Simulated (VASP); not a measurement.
# Be2C (Fm-3m) in VASP: further runs, part 2 of 2

VASP 6.6.1.

### 4 Band structure, PBEsol

INCAR reads:

```
SYSTEM = Be2C
PREC     = Accurate       ! precision mode
ENCUT    = 520            ! plane-wave cutoff, eV
EDIFF    = 1E-6           ! SCF threshold, eV
ISMEAR   = 0              ! smearing method
SIGMA    = 0.02           ! smearing width, eV
LREAL    = .False.        ! projectors in reciprocal space
LASPH    = .True.         ! aspherical terms in the spheres
NELM     = 60             ! most SCF steps
ALGO     = Normal         ! electronic algorithm
ISIF     = 2              ! what is computed and relaxed
LWAVE    = .False.        ! write WAVECAR
LCHARG   = .False.        ! write CHGCAR
GGA      = PS             ! functional
NBANDS   = 11             ! bands
```

KPOINTS reads:

```
Automatic mesh
0
Gamma
  12 12 12
  0 0 0
```

POSCAR reads:

```
Be2C
1.0
    0.0000000000      2.1650000000      2.1650000000
    2.1650000000      0.0000000000      2.1650000000
    2.1650000000      2.1650000000      0.0000000000
C Be
1 2
Direct
    0.0000000000      0.0000000000      0.0000000000
    0.7500000000      0.7500000000      0.7500000000
    0.2500000000      0.2500000000      0.2500000000
```

KPOINTS_OPT reads:

```
path GXWKGLUWLK,UX
10
line-mode
reciprocal
 0.0000000000  0.0000000000  0.0000000000  G
 0.5000000000  0.0000000000  0.5000000000  X

 0.5000000000  0.0000000000  0.5000000000  X
 0.5000000000  0.2500000000  0.7500000000  W

 0.5000000000  0.2500000000  0.7500000000  W
 0.3750000000  0.3750000000  0.7500000000  K

 0.3750000000  0.3750000000  0.7500000000  K
 0.0000000000  0.0000000000  0.0000000000  G

 0.0000000000  0.0000000000  0.0000000000  G
 0.5000000000  0.5000000000  0.5000000000  L

 0.5000000000  0.5000000000  0.5000000000  L
 0.6250000000  0.2500000000  0.6250000000  U

 0.6250000000  0.2500000000  0.6250000000  U
 0.5000000000  0.2500000000  0.7500000000  W

 0.5000000000  0.2500000000  0.7500000000  W
 0.5000000000  0.5000000000  0.5000000000  L

 0.5000000000  0.5000000000  0.5000000000  L
 0.3750000000  0.3750000000  0.7500000000  K

 0.6250000000  0.2500000000  0.6250000000  U
 0.5000000000  0.0000000000  0.5000000000  X
```

Run with:

```sh
cat potpaw_PBE.64/C/POTCAR potpaw_PBE.64/Be/POTCAR > POTCAR
mpirun -np 1 vasp_std > vasp.out
```

Wall time 20 s (1 thread of Intel Xeon Platinum 8488C (Sapphire Rapids), shared host); peak memory 0.15 GiB.

Results (log left out):

* Free energy: -18.4108 eV
* Pressure: -2.0 GPa
* Band gap on the k mesh: 1.06 eV, indirect (least direct gap 4.08 eV)
* Band gap along the path: 1.06 eV, indirect (least direct gap 4.08 eV)

Levels at the corners of the path, in eV from the valence-band top:
| point | band 2 | band 3 | band 4 | band 5 | band 6 | band 7 |
| --- | --- | --- | --- | --- | --- | --- |
| Γ | 0.00 | 0.00 | 0.00 | 4.08 | 4.08 | 4.08 |
| X | -6.78 | -4.75 | -4.75 | 1.06 | 5.72 | 13.20 |
| X | -6.78 | -4.75 | -4.75 | 1.06 | 5.72 | 13.20 |
| W | -6.31 | -5.92 | -5.92 | 5.63 | 8.09 | 9.51 |
| W | -6.31 | -5.92 | -5.92 | 5.63 | 8.09 | 9.51 |
| K | -6.89 | -6.30 | -4.01 | 3.22 | 8.27 | 11.50 |
| K | -6.89 | -6.30 | -4.01 | 3.22 | 8.27 | 11.50 |
| Γ | 0.00 | 0.00 | 0.00 | 4.08 | 4.08 | 4.08 |
| Γ | 0.00 | 0.00 | 0.00 | 4.08 | 4.08 | 4.08 |
| L | -8.77 | -1.84 | -1.84 | 4.94 | 4.94 | 7.01 |
| L | -8.77 | -1.84 | -1.84 | 4.94 | 4.94 | 7.01 |
| U | -6.89 | -6.30 | -4.01 | 3.22 | 8.27 | 11.50 |
| U | -6.89 | -6.30 | -4.01 | 3.22 | 8.27 | 11.50 |
| W | -6.31 | -5.92 | -5.92 | 5.63 | 8.09 | 9.51 |
| W | -6.31 | -5.92 | -5.92 | 5.63 | 8.09 | 9.51 |
| L | -8.77 | -1.84 | -1.84 | 4.94 | 4.94 | 7.01 |
| L | -8.77 | -1.84 | -1.84 | 4.94 | 4.94 | 7.01 |
| K | -6.89 | -6.30 | -4.01 | 3.22 | 8.27 | 11.50 |
| U | -6.89 | -6.30 | -4.01 | 3.22 | 8.27 | 11.50 |
| X | -6.78 | -4.75 | -4.75 | 1.06 | 5.72 | 13.20 |

Caveat: the PAW data sets were made with another functional, which shifts forces and pressure a little.

### 5 Band structure, HSE06

POSCAR is that of step 4.

INCAR.step1 reads:

```
SYSTEM = Be2C
ALGO = Normal ; EDIFF = 1E-5
ENCUT = 520 ; GGA = PE
ISIF = 2 ; ISMEAR = 0
KPAR = 4 ; LASPH = .TRUE.
LCHARG = .FALSE. ; LREAL = .FALSE.
LWAVE = .TRUE. ; NELM = 60
PREC = Accurate ; SIGMA = 0.02
```

INCAR.step2 reads:

```
SYSTEM = Be2C
ALGO = Normal ; EDIFF = 1E-7
ENCUT = 520 ; GGA = PE
HFSCREEN = 0.2 ; ISIF = 2
ISMEAR = 0 ; ISTART = 1
KPAR = 4 ; LASPH = .TRUE.
LCHARG = .FALSE. ; LHFCALC = .TRUE.
LREAL = .FALSE. ; LWAVE = .FALSE.
NELM = 60 ; PREC = Accurate
PRECFOCK = Fast ; SIGMA = 0.02
```

KPOINTS reads:

```
k-points
0
G
  8 8 8
  0 0 0
```

KPOINTS_OPT, as its differences from that of step 4:

```diff
@@ -1,3 +1,3 @@
 path GXWKGLUWLK,UX
-10
+12
 line-mode
```

Run with:

```sh
cat potpaw_PBE.64/C/POTCAR potpaw_PBE.64/Be/POTCAR > POTCAR
cp INCAR.step1 INCAR
mpirun -np 4 vasp_std > vasp.out
cp INCAR.step2 INCAR
mpirun -np 4 vasp_std > vasp.out
```

Wall time 5.4 min (4 MPI ranks of Intel Xeon Platinum 8559C (Emerald Rapids), shared host); peak memory 0.29 GiB.

The run converged. Its results:

```
Free energy             : -19.1022 eV
Pressure                : -3.2 GPa
Band gap on the k mesh  : 1.91 eV, indirect (least direct gap 5.13 eV)
Band gap along the path : 1.91 eV, indirect (least direct gap 5.13 eV)
```

Levels at the corners of the path, in eV from the valence-band top:
```csv
point,band 1,band 2,band 3,band 4,band 5,band 6,band 7,band 8
Γ,-16.71,0.00,0.00,0.00,5.13,5.13,5.13,8.01
X,-12.71,-7.56,-5.20,-5.20,1.91,6.76,15.07,15.07
X,-12.71,-7.56,-5.20,-5.20,1.91,6.76,15.07,15.07
W,-12.38,-6.81,-6.55,-6.55,6.77,9.47,10.84,10.84
W,-12.38,-6.81,-6.55,-6.55,6.77,9.47,10.84,10.84
K,-12.56,-7.51,-7.00,-4.38,4.19,9.53,13.17,13.18
K,-12.56,-7.51,-7.00,-4.38,4.19,9.53,13.16,13.19
Γ,-16.71,0.00,0.00,0.00,5.13,5.13,5.13,8.01
Γ,-16.71,0.00,0.00,0.00,5.13,5.13,5.13,8.01
L,-13.57,-9.64,-2.02,-2.02,6.04,6.04,8.23,11.22
L,-13.57,-9.64,-2.02,-2.02,6.04,6.04,8.23,11.22
U,-12.56,-7.51,-7.00,-4.38,4.19,9.53,13.15,13.19
U,-12.56,-7.51,-7.00,-4.38,4.19,9.53,13.16,13.18
W,-12.38,-6.81,-6.55,-6.55,6.77,9.47,10.84,10.84
W,-12.38,-6.81,-6.55,-6.55,6.77,9.47,10.84,10.84
L,-13.57,-9.64,-2.02,-2.02,6.04,6.04,8.23,11.22
L,-13.57,-9.64,-2.02,-2.02,6.04,6.04,8.23,11.22
K,-12.56,-7.51,-7.00,-4.38,4.19,9.53,13.16,13.18
U,-12.56,-7.51,-7.00,-4.38,4.19,9.53,13.16,13.18
X,-12.71,-7.56,-5.20,-5.20,1.91,6.76,15.07,15.07
```

Caveat: the PAW data sets were made with another functional, which shifts forces and pressure a little.

### 6 Band structure, HSE03

POSCAR is that of step 5.

INCAR.step1 is that of step 5.

INCAR.step2, as its differences from that of step 5:

```diff
@@ -3,3 +3,3 @@
 ENCUT = 520 ; GGA = PE
-HFSCREEN = 0.2 ; ISIF = 2
+HFSCREEN = 0.3 ; ISIF = 2
 ISMEAR = 0 ; ISTART = 1
```

KPOINTS is that of step 5.

KPOINTS_OPT is that of step 5.

Potentials or basis: VASP PAW PBE potentials, release 64 (C, Be).

Run with:

```sh
cat potpaw_PBE.64/C/POTCAR potpaw_PBE.64/Be/POTCAR > POTCAR
cp INCAR.step1 INCAR
mpirun -np 4 vasp_std > vasp.out
cp INCAR.step2 INCAR
mpirun -np 4 vasp_std > vasp.out
```

Wall time 5.8 min (4 MPI ranks of Intel Xeon Platinum 8559C (Emerald Rapids), shared host); peak memory 0.29 GiB.

The run converged. Its results:

```yaml
Free_energy: -18.8071 eV
Pressure: -3.0 GPa
Band_gap_on_the_k_mesh: 1.71 eV, indirect (least direct gap 4.92 eV)
Band_gap_along_the_path: 1.71 eV, indirect (least direct gap 4.92 eV)
```

Levels at the corners of the path, in eV from the valence-band top:
| point | band 2 | band 3 | band 4 | band 5 | band 6 | band 7 |
| --- | --- | --- | --- | --- | --- | --- |
| Γ | 0.00 | 0.00 | 0.00 | 4.92 | 4.92 | 4.92 |
| X | -7.46 | -5.14 | -5.14 | 1.71 | 6.51 | 14.78 |
| X | -7.46 | -5.14 | -5.14 | 1.71 | 6.51 | 14.78 |
| W | -6.72 | -6.47 | -6.47 | 6.53 | 9.21 | 10.58 |
| W | -6.72 | -6.47 | -6.47 | 6.53 | 9.21 | 10.58 |
| K | -7.42 | -6.91 | -4.33 | 3.97 | 9.27 | 12.89 |
| K | -7.42 | -6.91 | -4.33 | 3.97 | 9.27 | 12.88 |
| Γ | 0.00 | 0.00 | 0.00 | 4.92 | 4.92 | 4.92 |
| Γ | 0.00 | 0.00 | 0.00 | 4.92 | 4.92 | 4.92 |
| L | -9.53 | -1.99 | -1.99 | 5.81 | 5.81 | 7.98 |
| L | -9.53 | -1.99 | -1.99 | 5.81 | 5.81 | 7.98 |
| U | -7.42 | -6.91 | -4.33 | 3.97 | 9.27 | 12.88 |
| U | -7.42 | -6.91 | -4.33 | 3.97 | 9.27 | 12.88 |
| W | -6.72 | -6.47 | -6.47 | 6.53 | 9.21 | 10.58 |
| W | -6.72 | -6.47 | -6.47 | 6.53 | 9.21 | 10.58 |
| L | -9.53 | -1.99 | -1.99 | 5.81 | 5.81 | 7.98 |
| L | -9.53 | -1.99 | -1.99 | 5.81 | 5.81 | 7.98 |
| K | -7.42 | -6.91 | -4.33 | 3.97 | 9.27 | 12.88 |
| U | -7.42 | -6.91 | -4.33 | 3.97 | 9.27 | 12.88 |
| X | -7.46 | -5.14 | -5.14 | 1.71 | 6.51 | 14.78 |

Caveat: the PAW data sets were made with another functional, which shifts forces and pressure a little.

### 7 The reference run

An earlier run on the cell as given: functional PBE; potentials or basis VASP PAW PBE potentials, release 64 (C, Be); cutoff 520 eV; k mesh 11 × 11 × 11; occupations fermi-dirac, width 0.05 eV; no spin polarisation.

- Pressure: 0.2 GPa
- Band gap on the k mesh: 1.25 eV, indirect (least direct gap 4.13 eV)

### 8 The runs side by side

| task | level | potentials or basis | k mesh | smearing | ladder | grid for exact exchange (PRECFOCK) | screening parameter | gap on the mesh (eV) | pressure (GPa) |
| --- | --- | --- | --- | --- | --- | --- | --- | --- | --- |
| band structure | LDA | VASP PAW LDA potentials, release 64 (C, Be) | 12 × 12 × 12 | gaussian 0.02 eV | free | - | - | 1.18 | -8.1 |
| band structure | PBE | VASP PAW PBE potentials, release 64 (C, Be) | 12 × 12 × 12 | gaussian 0.02 eV | free | - | - | 1.16 | 0.2 |
| band structure | PBEsol | VASP PAW PBE potentials, release 64 (C, Be) | 12 × 12 × 12 | gaussian 0.02 eV | free | - | - | 1.06 | -2.0 |
| band structure | HSE06 | VASP PAW PBE potentials, release 64 (C, Be) | 8 × 8 × 8 | gaussian 0.02 eV | free | Fast | 0.2 1/A | 1.91 | -3.2 |
| band structure | HSE03 | VASP PAW PBE potentials, release 64 (C, Be) | 8 × 8 × 8 | gaussian 0.02 eV | free | Fast | - | 1.71 | -3.0 |
| single point | PBE | VASP PAW PBE potentials, release 64 (C, Be) | 11 × 11 × 11 | fermi-dirac 0.05 eV | - | - | - | 1.25 | 0.2 |

Alike in all rows: no spin polarisation; cell as given; cutoff (eV) 520.

Caveats: the PAW data sets were made with another functional, which shifts forces and pressure a little (some runs); an odd mesh through Γ misses points on the zone boundary, where band edges often lie (some runs).

Total energies depend on the potentials used, so only differences within one code and one set of settings carry meaning.
